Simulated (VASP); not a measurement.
The system is TiAl.

```xyz
2
Lattice="2.8673 0.0000 0.0000 -1.4336 2.4831 0.0000 0.0000 0.0000 4.6781" Properties=species:S:1:pos:R:3 pbc="T T T"
Ti    0.0000    0.0000    0.0000
Al    0.0000    1.6554    2.3390
```

The cell comes from a database or a generator and needn't be the stable form of this composition.

| Property | Result |
| --- | --- |
| Program | VASP 6.6.1 |
| Task | relaxation of cell and atoms |
| Functional | PBEsol |
| Potentials or basis | VASP PAW PBE potentials, release 64 (Ti_sv, Al) |
| Cutoff | 600 eV |
| k mesh | 6 × 6 × 4 |
| Occupations | gaussian, width 0.1 eV |
| Spin | no spin polarisation |

At the start: pressure -2.9 GPa; volume 16.65 Å³/atom.

Where does the relaxation end?

Over 8 steps the energy falls by 4.2 meV/atom and the volume is 16.20 Å³/atom (-2.7 %); space group P-6m2 (No. 187, to 0.05 Å).

Step by step:
| step | energy change (eV) | largest force (eV/Å) | pressure (GPa) | volume (Å³) |
| --- | --- | --- | --- | --- |
| 1 | 0.0000 | 0.0000 | -2.92 | 33.31 |
| 2 | -0.0051 | 0.0000 | 1.95 | 31.87 |
| 3 | -0.0085 | 0.0000 | -0.01 | 32.41 |
| 4 | -0.0085 | 0.0000 | -0.06 | 32.43 |
| 5 | -0.0085 | 0.0000 | -0.07 | 32.42 |
| 6 | -0.0085 | 0.0000 | -0.06 | 32.41 |
| 7 | -0.0085 | 0.0000 | 0.07 | 32.38 |
| 8 | -0.0085 | 0.0000 | 0.01 | 32.40 |

Final structure:
```xyz
2
Lattice="2.8411 0.0000 0.0000 -1.4206 2.4605 0.0000 0.0000 0.0000 4.6346" Properties=species:S:1:pos:R:3 pbc="T T T"
Ti    0.0000    0.0000    0.0000
Al    0.0000    1.6403    2.3173
```

Caveat: the k mesh is coarse (spacing up to 0.42 Å⁻¹), so the values aren't converged; the PAW data sets were made with another functional, which shifts forces and pressure a little.
